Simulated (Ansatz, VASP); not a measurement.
AgCl in VASP and in Ansatz

Contents of POSCAR:

```
AgCl
1.0
    0.0000000000      2.9321428647      2.9321428647
    2.9321428647      0.0000000000      2.9321428647
    2.9321428647      2.9321428647      0.0000000000
Ag Cl
1 1
Direct
    0.0000000000      0.0000000000      0.0000000000
    0.2500000000      0.2500000000      0.2500000000
```

File INCAR.step1:

```
SYSTEM = AgCl
ALGO = Normal
EDIFF = 1E-4
ENCUT = 520
GGA = PE
ISMEAR = 0
LASPH = .True.
LCHARG = .False.
LREAL = .False.
LWAVE = .True.
NBANDS = 16
NELM = 80
PREC = Accurate
SIGMA = 0.01
```

Contents of INCAR.step2:

```
SYSTEM = AgCl
ALGO = Normal
EDIFF = 1E-7
ENCUT = 520
ISIF = 2
ISMEAR = 0
ISTART = 1
LASPH = .True.
LCHARG = .True.
LELF = .True.
LMIXTAU = .True.
LREAL = .False.
LVHAR = .True.
LWAVE = .False.
METAGGA = R2SCAN
NBANDS = 16
NELM = 80
PREC = Accurate
SIGMA = 0.01
```

The input KPOINTS:

```
k-points
0
Gamma
  6 6 6
  0 0 0
```

Input for Ansatz:

```yaml
crystal:
  lattice:
    - [0.0, 2.9321428647, 2.9321428647]
    - [2.9321428647, 0.0, 2.9321428647]
    - [2.9321428647, 2.9321428647, 0.0]
  atoms:
    - { symbol: Ag, position: [0.0, 0.0, 0.0] }
    - { symbol: Cl, position: [0.25, 0.25, 0.25] }
kpoints:
  mp_grid: { grid: [6, 6, 6] }
hamiltonian:
  xc: r2scan
scf:
  occupations: { method: fixed }
  n_extra_bands: 4
output:
  forces: true
  stress: true
  eigenvalues: true
```

Alike in both runs: task single point; functional r2SCAN; k mesh 6 × 6 × 6; no spin polarisation.

|  | VASP | Ansatz |
| --- | --- | --- |
| version | VASP 6.6.1 | Ansatz 0.2.0 |
| potentials or method | VASP PAW PBE potentials, release 64 (Ag, Cl) | plane waves, PAW |
| plane-wave cutoff (eV) | 520 | 500 |
| occupations | gaussian, width 0.01 eV | fixed |
| valence electrons in the cell | 18 | 26 |

Ansatz gave:

```
gap on the k mesh at the Fermi level (eV) : 1.57
pressure (GPa)                            : 2.6
```

Question: Which values does VASP return?

Answer: gap on the k mesh at the Fermi level (eV): 1.52; pressure (GPa): 2.5.

The two sets of potentials don't hold the same shells in valence.

Caveats: the PAW data sets were made with another functional, which shifts forces and pressure a little (VASP). r2SCAN opens gaps a little over a GGA but as a rule still falls short of measured ones.
